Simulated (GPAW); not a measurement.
# PbSe (Clausthalite) (Fm-3m) in GPAW: further runs

Aim: see how the results for PbSe (Clausthalite) move with the level of theory and the settings. Levels: TPSS+D4, LDA, optPBE-vdW. Tasks: equation of state, band structure.

Program: GPAW 26.7.0. These are calculated values, not measurements. Logs are shortened: lines on timing, memory, paths and dates and some standing lists are left out, and cuts for length are marked. The log counts tension as positive stress, the text compression.

**The experiment to reproduce.**

From a printed reference work, monograph, for a bulk crystal of PbSe: band gap 0.28 eV (direct) at 300 K; band gap 0.15 eV (direct) at 4.2 K.

The runs below are set against these values where they give the same quantity.

## (1) Starting point

Symmetry: Fm-3m, No. 225, cubic system. The conventional cell has a = 6.121 Å, b = 6.121 Å, c = 6.121 Å, α = 90.00°, β = 90.00°, γ = 90.00°. Pb (site symmetry m-3m) has 6 Se at 3.06 Å as nearest neighbours. Se (site symmetry m-3m) has 6 Pb at 3.06 Å as nearest neighbours.

## (2) Equation of state, TPSS+D4

Contents of run.py:

```python
from ase.calculators.mixing import SumCalculator
from ase.eos import EquationOfState
from ase.io import Trajectory, read
from ase.units import GPa
from dftd4.ase import DFTD4
from gpaw import GPAW, PW

atoms = read('PbSe.xyz')

traj = Trajectory('eos.traj', 'w')
volumes, energies = [], []
for x in [0.94, 0.96, 0.98, 1.0, 1.02, 1.04, 1.06]:
    a = atoms.copy()
    a.set_cell(atoms.cell * x**(1 / 3), scale_atoms=True)
    calc = GPAW(mode=PW(600),
                xc='MGGA_X_TPSS+MGGA_C_TPSS',
                kpts={'size': (6, 6, 6), 'gamma': True},
                occupations={'name': 'fermi-dirac', 'width': 0.05},
                nbands=19,
                convergence={'density': 1e-05, 'energy': 1e-05},
                eigensolver='davidson',
                maxiter=150,
                txt=f'eos-{x:.2f}.txt')
    a.calc = SumCalculator([calc, DFTD4(method='tpss')])
    energies.append(a.get_potential_energy())
    volumes.append(a.get_volume())
    p = -a.get_stress()[:3].mean() / GPa
    calc.write(f'eos-{x:.2f}.gpw')
    traj.write(a)
    print(f'{x:.2f} {volumes[-1]:10.4f} A^3 {energies[-1]:14.6f} eV {p:9.3f} GPa', flush=True)

v0, e0, B = EquationOfState(volumes, energies, eos='birchmurnaghan').fit()
print(f'V0 = {v0:.4f} A^3, E0 = {e0:.6f} eV, B0 = {B / GPa:.2f} GPa')
```

Contents of PbSe.xyz:

```xyz
2
Lattice="0.0000000000 3.0606500000 3.0606500000 3.0606500000 0.0000000000 3.0606500000 3.0606500000 3.0606500000 0.0000000000" Properties=species:S:1:pos:R:3 pbc="T T T"
Pb     0.0000000000      0.0000000000      0.0000000000
Se     3.0606500000      3.0606500000      3.0606500000
```

Potentials or basis: GPAW PAW data sets (gpaw-data 1.2.1), pw.

Started as:

```
> OMP_NUM_THREADS=1 python run.py
```

Log:

```text
__  _  _
 | _ |_)|_||  |
 |__||  | ||/\| - 26.7.0

Input parameters:
  mode=PW(ecut=600.0),
  convergence={'density': 1e-05, 'energy': 1e-05},
  eigensolver=Davidson(niter=2),
  kpts=MonkhorstPack(size=(6, 6, 6), gamma=True),
  maxiter=150,
  nbands=19,
  occupations=Occupations(name='fermi-dirac', width=0.05),
  xc=XC(name='MGGA_X_TPSS+MGGA_C_TPSS')

Diagonalizing LCAO Hamiltonian
Converting LCAO to pw mode

                Se

       Pb

Atoms  # Å, Bohr magnetons
|   | symbol |        x |        y |        z |    initial magnetic moments |
|---|--------|----------|----------|----------|-----------------------------|
| 0 |     Pb | 0.000000 | 0.000000 | 0.000000 | ( 0.0000,  0.0000,  0.0000) |
| 1 |     Se | 2.998170 | 2.998170 | 2.998170 | ( 0.0000,  0.0000,  0.0000) |

Unit cell  # Å
| periodic |        x |        y |        z |  lengths |    angles |
|----------|----------|----------|----------|----------|-----------|
|      yes | 0.000000 | 2.998170 | 2.998170 | 4.240053 | 60.000000 |
|      yes | 2.998170 | 0.000000 | 2.998170 | 4.240053 | 60.000000 |
|      yes | 2.998170 | 2.998170 | 0.000000 | 4.240053 | 60.000000 |

Number of symmetries: 48
Symmetry operations  # r_c * U_cc + t_c -> r_c
|    | kind |            matrix            |
|----|------|------------------------------|
|  0 |  σ   |  1, 0, 0,  1, 0,-1,  1,-1, 0 |
|  1 |  C2  |  1, 0, 0,  1,-1, 0,  1, 0,-1 |
|  2 |  E   |  1, 0, 0,  0, 1, 0,  0, 0, 1 |
|  3 |  σ   |  1, 0, 0,  0, 0, 1,  0, 1, 0 |
|  4 |  C4  |  1, 0,-1,  1, 0, 0,  1,-1, 0 |
|  5 |  S6  |  1, 0,-1,  1,-1, 0,  1, 0, 0 |
|  6 |  σ   |  1, 0,-1,  0, 1,-1,  0, 0,-1 |
|  7 |  C3  |  1, 0,-1,  0, 0,-1,  0, 1,-1 |
|  8 |  S6  |  1,-1, 0,  1, 0, 0,  1, 0,-1 |
|  9 |  C4  |  1,-1, 0,  1, 0,-1,  1, 0, 0 |
| 10 |  C3  |  1,-1, 0,  0,-1, 1,  0,-1, 0 |
| 11 |  σ   |  1,-1, 0,  0,-1, 0,  0,-1, 1 |
| 12 |  σ   |  0, 1, 0,  1, 0, 0,  0, 0, 1 |
| 13 |  C4  |  0, 1, 0,  0, 1,-1, -1, 1, 0 |
| 14 |  C3  |  0, 1, 0,  0, 0, 1,  1, 0, 0 |
| 15 |  S6  |  0, 1, 0, -1, 1, 0,  0, 1,-1 |
| 16 |  C2  |  0, 1,-1,  1, 0,-1,  0, 0,-1 |
| 17 |  σ   |  0, 1,-1,  0, 1, 0, -1, 1, 0 |
| 18 |  S4  |  0, 1,-1,  0, 0,-1,  1, 0,-1 |
| 19 |  C4  |  0, 1,-1, -1, 1, 0,  0, 1, 0 |
| 20 |  C3  |  0, 0, 1,  1, 0, 0,  0, 1, 0 |
| 21 |  σ   |  0, 0, 1,  0, 1, 0,  1, 0, 0 |
| 22 |  S6  |  0, 0, 1,  0,-1, 1, -1, 0, 1 |
| 23 |  C4  |  0, 0, 1, -1, 0, 1,  0,-1, 1 |
| 24 |  S4  |  0, 0,-1,  1, 0,-1,  0, 1,-1 |
| 25 |  C3  |  0, 0,-1,  0, 1,-1,  1, 0,-1 |
| 26 |  C2  |  0, 0,-1,  0,-1, 0, -1, 0, 0 |
| 27 |  S6  |  0, 0,-1, -1, 0, 0,  0,-1, 0 |
| 28 |  S4  |  0,-1, 1,  1,-1, 0,  0,-1, 0 |
| 29 |  C4  |  0,-1, 1,  0, 0, 1, -1, 0, 1 |
| 30 |  C2  |  0,-1, 1,  0,-1, 0,  1,-1, 0 |
| 31 |  σ   |  0,-1, 1, -1, 0, 1,  0, 0, 1 |
| 32 |  C3  |  0,-1, 0,  1,-1, 0,  0,-1, 1 |
| 33 |  S6  |  0,-1, 0,  0, 0,-1, -1, 0, 0 |
| 34 |  S4  |  0,-1, 0,  0,-1, 1,  1,-1, 0 |
| 35 |  C2  |  0,-1, 0, -1, 0, 0,  0, 0,-1 |
| 36 |  C2  | -1, 1, 0,  0, 1, 0,  0, 1,-1 |
| 37 |  S6  | -1, 1, 0,  0, 1,-1,  0, 1, 0 |
| 38 |  S4  | -1, 1, 0, -1, 0, 1, -1, 0, 0 |
| 39 |  C3  | -1, 1, 0, -1, 0, 0, -1, 0, 1 |
| 40 |  S6  | -1, 0, 1,  0, 0, 1,  0,-1, 1 |
| 41 |  C2  | -1, 0, 1,  0,-1, 1,  0, 0, 1 |
| 42 |  C3  | -1, 0, 1, -1, 1, 0, -1, 0, 0 |
| 43 |  S4  | -1, 0, 1, -1, 0, 0, -1, 1, 0 |
| 44 |  C2  | -1, 0, 0,  0, 0,-1,  0,-1, 0 |
| 45 |  i   | -1, 0, 0,  0,-1, 0,  0, 0,-1 |
| 46 |  σ   | -1, 0, 0, -1, 1, 0, -1, 0, 1 |
| 47 |  C2  | -1, 0, 0, -1, 0, 1, -1, 1, 0 |

BZ-sampling:
  Number of BZ points: 216
  Number of IBZ points: 16

  Monkhorst-Pack size: [6, 6, 6]
  Monkhorst-Pack shift: [0.08333333333333333, 0.08333333333333333, 0.08333333333333333]

K-points  # in reciprocal-cell coordinates
|     |                                coordinates |     weight |
|-----|--------------------------------------------|------------|
|   0 | (  0.00000000,   0.00000000,   0.00000000) | 0.00462963 |
|   1 | (  0.16666667,   0.16666667,   0.00000000) | 0.02777778 |
|   2 | (  0.16666667,   0.16666667,   0.16666667) | 0.03703704 |
|   3 | (  0.33333333,   0.16666667,   0.16666667) | 0.05555556 |
|   4 | (  0.33333333,   0.33333333,  -0.33333333) | 0.05555556 |
|   5 | (  0.33333333,   0.33333333,   0.00000000) | 0.02777778 |
|   6 | (  0.33333333,   0.33333333,   0.16666667) | 0.11111111 |
|   7 | (  0.33333333,   0.33333333,   0.33333333) | 0.03703704 |
|   8 | (  0.50000000,   0.33333333,  -0.33333333) | 0.11111111 |
|   9 | (  0.50000000,   0.33333333,  -0.16666667) | 0.05555556 |
| ... |                                            |            |
|  15 | (  0.50000000,   0.50000000,   0.50000000) | 0.01851852 |

Plane wave coefficients: 1820
Cutoff: 600.0 eV

Spin-components: 1 (collinear spins)
Bands:           19
Projectors:      11
Spin-degeneracy: 2
Datatype:        complex128

Parallelization:
  kpt:    1
  domain: 1
  band:   1

Density:
  Valence electrons: 20.0
  Components: 1
  Grid points: [24 24 24]
  Charge: 0.0  # |e|

Potential:
  Grid points: [24 24 24]

species:
  Pb:
    name:    Lead
    Z:       82.0
    valence: 14
    core:    68
    charge:  0.0  # [|e|]
    compensation charges:
      type: gauss
      rc: 0.38  # [Å]
      lmax: 2
    cutoffs:
      filter: 2.36  # [Å]
      core: 2.43  # [Å]
    projectors
    | kind |    occ | energy [eV] | rcut [Å] |
    |------|--------|-------------|----------|
    |   6s |  2.000 |     -11.969 |    1.259 |
    |   6p |  2.000 |      -3.506 |    1.275 |
    |   5d | 10.000 |     -21.211 |    1.217 |
    |    s |        |      15.243 |    1.259 |
    |    p |        |      23.705 |    1.275 |
    |    d |        |       6.001 |    1.217 |

    Using partial waves for Pb as LCAO basis

  Se:
    name:    Selenium
    Z:       34.0
    valence: 6
    core:    28
    charge:  0.0  # [|e|]
    compensation charges:
      type: gauss
      rc: 0.27  # [Å]
      lmax: 2
    cutoffs:
      filter: 1.77  # [Å]
      core: 2.67  # [Å]
    projectors
    | kind |    occ | energy [eV] | rcut [Å] |
    |------|--------|-------------|----------|
    |   4s |  2.000 |     -17.277 |    0.847 |
    |   4p |  4.000 |      -6.512 |    1.005 |
    |    s |        |       9.935 |    0.847 |
    |    p |        |      20.699 |    1.005 |
    |    d |        |       0.000 |    0.847 |

    Using partial waves for Se as LCAO basis

Reference energy: -633377.995495  # eV

eigensolver:
  Davidson
  Converge bands: occupied
  niter=2

density mixing:
  MSR1-Mixer
  Pratt-step length: 0.05
  Maximum mixing coefficient: 0.75
  Old densities: 10
  SVD Regularization: 0.005
  Good broyden scale: 1.0
  Trust region scale: 1.0
  Backstep threshold: 4.0
  History deletion threshold: 6.0
  Fourier metric: weight=20.0, sigma=0.015

occupation numbers:
  Fermi-Dirac:
    width: 0.0500  # eV

poisson solver:
  ecut: 4800.0  # eV

xc functional:
  name: MGGA_X_TPSS+MGGA_C_TPSS with 2 nearest neighbor stencil

convergence criteria:
- Maximum integral of absolute [dens]ity change: 1e-05 electrons / valence electron
- Maximum [total energy] change in last 3 cyles: 1e-05 eV / valence electron
- Maximum integral of absolute [eigenst]ate change: 4e-08 eV^2 / valence electron
maximum number of iterations: 150

SCF iterations
|iter     | |      energy | eigst |  dens |
|---------|-|-------------|-------|-------|
|iter:   1| |  138.633787 | +3.56 |       |
|iter:   2| |   -1.552561 | +0.46 | -0.94 |
|iter:   3| |   -1.676193 | -0.85 | -1.21 |
|iter:   4| |   -1.528676 | -2.32 | -1.24 |
|iter:   5| |   -1.423540 | -2.52 | -1.37 |
|iter:   6| |   -1.417747 | -2.41 | -1.60 |
|iter:   7| |   -1.428927 | -3.19 | -1.81 |
|iter:   8| |   -1.419333 | -3.87 | -1.89 |
|iter:   9| |   -1.415936 | -4.26 | -2.16 |
|iter:  10| |   -1.415523 | -5.13 | -2.29 |
|iter:  11| |   -1.415079 | -5.31 | -2.34 |
|iter:  12| |   -1.413785 | -4.04 | -2.40 |
|iter:  13| |   -1.413828 | -5.05 | -3.01 |
|iter:  14| |   -1.413844c| -5.81 | -3.52 |
|iter:  15| |   -1.413846c| -6.46 | -4.07 |
|iter:  16| |   -1.413846c| -7.22 | -4.72 |
|iter:  17| |   -1.413846c| -8.16c| -5.49c|

Converged in 17 steps
Energy contributions relative to reference atoms: (reference = -633377.995495)

Energy contributions:
  Kinetic:          23.477469
  Coulomb:         -23.042667
  Zero:              0.229179
  External:          0.000000
  Xc:               -2.076559
  Entropy:          -0.002534
  Spinorbit:         0.000000
  ----------------------------
  Free energy:      -1.415113
  Extrapolated:     -1.413846

dipole moment: (-25.387126, -25.387126, -25.387126)  # |e|*Ang

Fermi level: 7.001
Eigenvalues  # (at kpt = [0.000, 0.000, 0.000])
| band index |      eig [eV] | occ [0-2] |
|------------|---------------|-----------|
|          0 |       -10.149 |     2.000 |
|        ... |               |           |
|          2 |       -10.149 |     2.000 |
|          3 |       -10.145 |     2.000 |
|          4 |       -10.145 |     2.000 |
|          5 |        -7.437 |     2.000 |
|          6 |         0.799 |     2.000 |
|          7 |         4.688 |     2.000 |
[... 9 lines left out ...]
|         17 |        15.584 |     0.000 |
|         18 |        16.150 |     0.000 |

Gap: 0.027 eV
Transition (v -> c):
  (s=0, k=15, n=9, [0.50, 0.50, 0.50]) -> (s=0, k=15, n=10, [0.50, 0.50, 0.50])
No difference between direct/indirect transitions

Stress tensor  # eV/Ang^3
|         x |         y |         z |
|-----------|-----------|-----------|
| -0.033387 | -0.000000 | -0.000000 |
| -0.000000 | -0.033387 |  0.000000 |
| -0.000000 |  0.000000 | -0.033387 |

# Writing to eos-0.94.gpw (mode='')
```

Wall time 4.2 min (1 thread of Arm Neoverse V2, shared host); peak memory 0.99 GiB.

Results:

```
Equilibrium volume : 27.88 Å³/atom (rough: see the caveat)
Bulk modulus       : 57 GPa (rough)
```

Energy against volume, from the lowest point:
```csv
volume (Å³/atom),energy (meV/atom)
26.951,6.00
27.524,0.93
28.097,0.00
28.671,2.94
29.244,9.30
29.818,18.30
30.391,27.33
```

Caveat: the fit is doubtful: noisy points or a state that changes with volume; the points scatter about the fit; the PAW data sets were made with another functional, which shifts forces and pressure a little. Spin-orbit coupling is left out, which matters for the levels of Pb.

## (3) Band structure, LDA

Contents of run.py:

```python
from ase.dft.bandgap import bandgap
from ase.io import read, write
from ase.units import GPa
from gpaw import GPAW, PW, setup_paths

setup_paths.insert(0, '.')

atoms = read('PbSe.xyz')

calc = GPAW(mode=PW(600),
            xc='LDA',
            kpts={'size': (6, 6, 6), 'gamma': True},
            occupations={'name': 'fermi-dirac', 'width': 0.05},
            setups={'Pb': 'jth', 'Se': 'jth'},
            nbands=-9,
            convergence={'density': 1e-05, 'energy': 1e-05},
            maxiter=150,
            txt='gpaw.txt')
atoms.calc = calc
energy = atoms.get_potential_energy()
forces = atoms.get_forces()
stress = atoms.get_stress()
calc.write('gs.gpw')
write('result.traj', atoms)
print(f'Energy: {energy:.6f} eV')
print('Forces (eV/A):')
print(forces.round(4))
print('Stress (GPa):', (stress / GPa).round(3))
print('Fermi level:', round(calc.get_fermi_level(), 4), 'eV')
print(f'Gap: {bandgap(calc)[0]:.4f} eV, direct: {bandgap(calc, direct=True)[0]:.4f} eV')

path = atoms.cell.bandpath('GXWKGLUWLK,UX', npoints=60, eps=1e-4)
bs_calc = calc.fixed_density(kpts=path, symmetry='off', nbands=-20,
                             convergence={'bands': 'CBM+6.0', 'eigenstates': 1e-6}, txt='bands.txt')
bs = bs_calc.band_structure()
bs.write('bs.json')
print(f'Gap on the path: {bandgap(bs_calc)[0]:.4f} eV')
```

PbSe.xyz is that of step 2.

Potentials or basis: JTH PAW 2.0, LDA, pw.

Started as:

```
> OMP_NUM_THREADS=1 python run.py
```

gpaw.txt:

```text
__  _  _
 | _ |_)|_||  |
 |__||  | ||/\| - 26.7.0

Input parameters:
  mode=PW(ecut=600.0),
  convergence={'density': 1e-05, 'energy': 1e-05},
  kpts=MonkhorstPack(size=(6, 6, 6), gamma=True),
  maxiter=150,
  nbands=-9,
  occupations=Occupations(name='fermi-dirac', width=0.05),
  setups={'Pb': 'jth', 'Se': 'jth'},
  xc=XC(name='LDA')

Diagonalizing LCAO Hamiltonian
Converting LCAO to pw mode

                Se

       Pb

Atoms  # Å, Bohr magnetons
|   | symbol |        x |        y |        z |    initial magnetic moments |
|---|--------|----------|----------|----------|-----------------------------|
| 0 |     Pb | 0.000000 | 0.000000 | 0.000000 | ( 0.0000,  0.0000,  0.0000) |
| 1 |     Se | 3.060650 | 3.060650 | 3.060650 | ( 0.0000,  0.0000,  0.0000) |

Unit cell  # Å
| periodic |        x |        y |        z |  lengths |    angles |
|----------|----------|----------|----------|----------|-----------|
|      yes | 0.000000 | 3.060650 | 3.060650 | 4.328413 | 60.000000 |
|      yes | 3.060650 | 0.000000 | 3.060650 | 4.328413 | 60.000000 |
[... 200 lines left out ...]

Energy contributions:
  Kinetic:          12.317647
  Coulomb:         -12.557136
  Zero:              0.012591
  External:          0.000000
  Xc:               -8.751114
  Entropy:          -0.001500
  Spinorbit:         0.000000
  ----------------------------
  Free energy:      -8.979513
  Extrapolated:     -8.978763

dipole moment: (-22.948585, -22.948585, -22.948585)  # |e|*Ang

Fermi level: 4.680
Eigenvalues  # (at kpt = [0.000, 0.000, 0.000])
| band index |      eig [eV] | occ [0-2] |
|------------|---------------|-----------|
|          0 |       -12.117 |     2.000 |
|        ... |               |           |
|          2 |       -12.107 |     2.000 |
|          3 |       -12.107 |     2.000 |
|          4 |       -12.107 |     2.000 |
|          5 |        -9.028 |     2.000 |
|          6 |        -1.842 |     2.000 |
|          7 |         2.750 |     2.000 |
[... 9 lines left out ...]
|         17 |        12.840 |     0.000 |
|         18 |        13.707 |     0.000 |

Gap: 0.181 eV
Transition (v -> c):
  (s=0, k=15, n=9, [0.50, 0.50, 0.50]) -> (s=0, k=15, n=10, [0.50, 0.50, 0.50])
No difference between direct/indirect transitions

Forces  # eV/Ang
|        x |       y |       z |
|----------|---------|---------|
| -0.00000 | 0.00000 | 0.00000 |  # Pb   0
|  0.00000 | 0.00000 | 0.00000 |  # Se   1

Stress tensor  # eV/Ang^3
|        x |        y |        z |
|----------|----------|----------|
| 0.013319 | 0.000000 | 0.000000 |
| 0.000000 | 0.013319 | 0.000000 |
| 0.000000 | 0.000000 | 0.013319 |

# Writing to gs.gpw (mode='')
```

bands.txt:

```text
Diagonalizing LCAO Hamiltonian
Converting LCAO to pw mode
convergence criteria:
- Maximum integral of absolute [eigenst]ate change: 1e-06 eV^2 / valence electron
maximum number of iterations: 150

SCF iterations
|iter     | |      energy | eigst |  dens |
|---------|-|-------------|-------|-------|
|iter:   1| |             | +0.28 |       |
[... 67 lines left out ...]
         [0.39285714, 0.39285714, 0.71428571],
         [0.375     , 0.375     , 0.75      ],
         [0.625     , 0.25      , 0.625     ],
         [0.59375   , 0.1875    , 0.59375   ],
         [0.5625    , 0.125     , 0.5625    ],
         [0.53125   , 0.0625    , 0.53125   ],
         [0.5       , 0.        , 0.5       ]])),
  maxiter=150,
  nbands=-20,
  occupations=Occupations(name='fermi-dirac', width=0.05),
  setups={'Pb': 'jth', 'Se': 'jth'},
  symmetry=Symmetry(point_group=False, time_reversal=False),
  xc=XC(name='LDA')
```

Run time: 33 s. Hardware: 1 thread of Arm Neoverse V2, shared host; peak memory 0.25 GiB.

What came out:

```
Free energy             : -8.9795 eV
Pressure                : -2.1 GPa
Band gap on the k mesh  : 0.18 eV, direct
Band gap along the path : 0.18 eV, direct
```

Levels at the corners of the path, in eV from the valence-band top:
| point | band 8 | band 9 | band 10 | band 11 | band 12 | band 13 |
| --- | --- | --- | --- | --- | --- | --- |
| Γ | -1.84 | -1.84 | -1.84 | 4.63 | 4.63 | 4.63 |
| X | -4.98 | -3.21 | -3.21 | 3.68 | 5.53 | 5.53 |
| W | -4.22 | -4.22 | -0.75 | 1.80 | 4.90 | 4.90 |
| K | -4.57 | -2.70 | -2.40 | 3.33 | 3.96 | 5.37 |
| Γ | -1.84 | -1.84 | -1.84 | 4.63 | 4.63 | 4.63 |
| L | -1.41 | -1.41 | 0.00 | 0.18 | 1.62 | 1.62 |
| U | -4.57 | -2.70 | -2.40 | 3.33 | 3.96 | 5.37 |
| W | -4.22 | -4.22 | -0.75 | 1.80 | 4.90 | 4.90 |
| L | -1.41 | -1.41 | 0.00 | 0.18 | 1.62 | 1.62 |
| K | -4.57 | -2.70 | -2.40 | 3.33 | 3.96 | 5.37 |
| U | -4.57 | -2.70 | -2.40 | 3.33 | 3.96 | 5.37 |
| X | -4.98 | -3.21 | -3.21 | 3.68 | 5.53 | 5.53 |

Caveat: the program truncates these outside data sets; spin-orbit coupling is left out, which as a rule narrows the gap of such compounds by several tenths of an eV.

(Part 1 of 2 ends here.)
